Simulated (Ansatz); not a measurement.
# PbSe: the cost of one run

Code: Ansatz 0.2.0. PAW datasets, plane waves. All values are calculated for a non-magnetic cell, which may be hypothetical.

## 1. Starting point

The unstrained cell was relaxed with r2SCAN; in each strained cell the atoms were relaxed again with r2SCAN. Names of k-points are those of the unstrained zone, where strain can split equivalent points. First state: +2.4 % shear in the xy plane.

It is orthorhombic, Imm2 (No. 44); conventional cell a = 4.784 Å, b = 4.899 Å, c = 6.846 Å, 40.11 Å³ an atom. Pb has 4 Se at 2.96–2.97 Å; Se has 4 Pb at 2.96–2.97 Å.

As a file:

```xyz
2
Lattice="0.0407 3.4232 3.4232 3.4232 0.0407 3.4232 3.4639 3.4639 0.0000" Properties=species:S:1:pos:R:3 pbc="T T T"
Pb    0.0000    0.0000    0.0160
Se    1.7320    1.7320    1.6956
```

## 2. +2.4 % shear in the xy plane: PBE

input.yaml

```yaml
crystal:
  lattice:
    - [0.0407361293, 3.42320414, 3.42320414]
    - [3.42320414, 0.0407361293, 3.42320414]
    - [3.4639402693, 3.4639402693, 0.0]
  atoms:
    - { symbol: Pb, position: [0.0023361366, 0.0023361366, -0.0023361366] }
    - { symbol: Se, position: [0.2476638634, 0.2476638634, 0.2523361366] }
kpoints:
  mp_grid: { grid: [6, 6, 6] }
  band_path:
    path:
      - [0.0, 0.0, 0.0]
      - [-0.5, -0.5, 0.0]
      - [-0.375, -0.375, 0.25]
      - [-0.375, 0.0, 0.375]
      - [0.0, 0.0, 0.5]
      - [-0.5, -0.25, 0.25]
      - [0.25, 0.484375, -0.265625]
      - [0.0, 0.5, 0.5]
    npoints: 1
hamiltonian:
  xc: pbe
scf:
  occupations: { method: fermi_dirac, width: 0.02 }
  n_extra_bands: 4
output:
  forces: true
  stress: true
  eigenvalues: true
```

Command:

```sh
ansatz run input.yaml --threads 4 --pin off --max-ram 3686MiB --backend cpu --events-out ev --progress --plain --runs-dir out
```

What time and memory should one allow on 4 threads of Arm Neoverse V1, shared host?

About 2.9 s, with a peak of 0.44 GiB.
